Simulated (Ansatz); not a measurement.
Crystal: Al2O3.

```xyz
5
Lattice="3.0175 0.0000 0.0000 -1.5087 2.6132 0.0000 0.0000 0.0000 7.5746" Properties=species:S:1:pos:R:3 pbc="T T T"
Al    0.0000    0.0000    5.4693
Al    0.0000    0.0000    2.1054
O     0.0000    0.0000    3.7873
O     1.5087    0.8711    6.0638
O     0.0000    1.7421    1.5108
```

Measurements of this composition are mostly on another form, of space group No. 167.

Base run:

- Program: Ansatz 0.2.0
- Functional: BLYP
- Potentials or basis: Ansatz PAW
- Cutoff: 420 eV (not typed: the program's choice for these potentials)
- k mesh: 7 × 7 × 3
- Occupations: fermi-dirac, width 0.05 eV
- Spin: no spin polarisation

Its results: band gap on the k mesh 2.48 eV, direct; pressure 1.3 GPa; largest force 0.165 eV/Å.

Task: After a change of settings the same cell gave: band gap on the k mesh 2.20 eV, direct; pressure -3.7 GPa; largest force 0.185 eV/Å. Which change was it?
A. functional from BLYP to LDA
B. functional from BLYP to r2SCAN; cutoff from 420 eV (not typed: the program's choice for these potentials) to 500 eV (not typed: the program's choice for these potentials)
C. functional from BLYP to PBEsol
D. functional from BLYP to RPBE

Result: C.

PBEsol binds more tightly than BLYP, so the same cell stands under less pressure.

Caveats: the PAW data sets come from PBE, with cores solved anew for the run's functional, which leaves a small shift of forces and pressure.

Runs at the PBE level aren't shown here.
